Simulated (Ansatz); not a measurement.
CsI (CsCl type) (r2SCAN geometry), in Ansatz:

```
CELL_PARAMETERS angstrom
4.60814 0.00000 0.00000
0.00000 4.60814 0.00000
0.00000 0.00000 4.60814
ATOMIC_POSITIONS crystal
Cs 0.00000 0.00000 0.00000
I 0.50000 0.50000 0.50000
```

G0W0@PBE with 368 empty bands, a screening cutoff of 140 eV and a 4×4×4 mesh (PAW, contour deformation) gives 5.737 eV over the mesh points, from a PBE gap of 3.800 eV; it sums over 381 bands with 365 plane waves in the screening and a wave cutoff of 420 eV. No extrapolation in bands, cutoff or mesh was made for G0W0. No spin polarisation and no zero-point or thermal motion.

Task: Estimate the gap with potentials of the kind norm-conserving.

Result: 5.623 eV (-0.114 eV), from a Kohn-Sham gap of 3.796 eV.

Task: Estimate the gap with frequency model Godby-Needs pole.

Result: 5.722 eV (-0.015 eV), from a Kohn-Sham gap of 3.800 eV.

Task: Estimate the gap with starting point LDA.

Result: 5.571 eV (-0.166 eV), from a Kohn-Sham gap of 3.441 eV.

No spin-orbit coupling is included; it can move band edges with weight on the heavy atoms by tenths of an eV.
